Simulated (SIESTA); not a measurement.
NiO:

```
Ni O
1.0
     0.00000    2.08590    2.08590
     2.08590    0.00000    2.08590
     2.08590    2.08590    0.00000
Ni O
1 1
Direct
  0.00000 0.00000 0.00000
  0.50000 0.50000 0.50000
```

Base run:

| Property | Result |
| --- | --- |
| Program | SIESTA 5.4.2 |
| Functional | LDA |
| Potentials or basis | PseudoDojo 0.4 standard (LDA files) |
| Basis | DZP (energy shift 0.003 Ry; two zetas on semicore shells) |
| Grid cutoff | 800 Ry |
| Energy shift | 0.003 Ry |
| k mesh | 8 × 8 × 8 |
| Occupations | fermi-dirac, width 0.05 eV |
| Spin | collinear spin, ferromagnetic start |
| Starting moments | [1.0, 0.0] μB |

Its results: band gap on the k mesh none (metal or under the smearing width); pressure -18.0 GPa; net moment 0.72 μB per cell; site moments Ni +0.60; O +0.12 μB.

Q: The run is repeated on the same cell with these changes: basis from DZP (energy shift 0.003 Ry; two zetas on semicore shells) to TZP (energy shift 0.003 Ry; two zetas on semicore shells). What comes out?

A: Band gap on the k mesh none (metal or under the smearing width); pressure -19.2 GPa; net moment 0.72 μB per cell; site moments Ni +0.60; O +0.11 μB.

Caveats: short orbitals over semicore shells can move pressures by several GPa; so large a pressure means that the cell lies far from this level's equilibrium, or that cutoff or potentials fall short; the basis of atomic orbitals isn't converged, which shifts pressures, moduli and gaps; a cell with one magnetic atom can't hold antiferromagnetic order, which such compounds often take; semilocal functionals often make such compounds metallic where correlation or magnetic order opens a gap, which also shifts bond lengths.
